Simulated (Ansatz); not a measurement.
# ZnTe: response to strain

Start from ZnTe in the zinc blende structure (space group F-43m, No. 216; a = 6.1134 Å). Axes: x, y, z lie along the cube axes.

Strains are applied to the cell and any free atomic positions relax; under biaxial strain the out-of-plane vector relaxes too.

Computed with Ansatz (a quantum-chemistry and plane-wave program) r2SCAN, no spin-orbit coupling.

Notes on the quantities. energy relative to the base: free energy F.

| case | band gap | energy relative to the base | volume per atom | electron mass | space group |
|---|---|---|---|---|---|
| base | 1.79 eV | 0 meV/atom | 28.56 Å³ | 0.11 mₑ (at Γ) | F-43m (No. 216) |
| biaxial strain +1.09 %, plane normal [001], relaxed out of plane | 1.68 eV | +1.4 meV/atom | 28.84 Å³ | 0.11 mₑ (at Γ) | I-4m2 (No. 119) |
| isotropic strain −1.38 % | 2.00 eV | +8.0 meV/atom | 27.39 Å³ | 0.12 mₑ (at Γ) | F-43m (No. 216) |
| isotropic strain +1.34 % | 1.59 eV | +6.8 meV/atom | 29.72 Å³ | 0.10 mₑ (at Γ) | F-43m (No. 216) |
| uniaxial strain ε_xx = −1.61 % | 1.83 eV | +1.7 meV/atom | 28.10 Å³ | 0.11 mₑ (at Γ) | I-4m2 (No. 119) |

With Te present, leaving out spin-orbit coupling can change the band edges. Effective masses come from finite differences of ±0.01 Å⁻¹. No phonon test of stability was made.
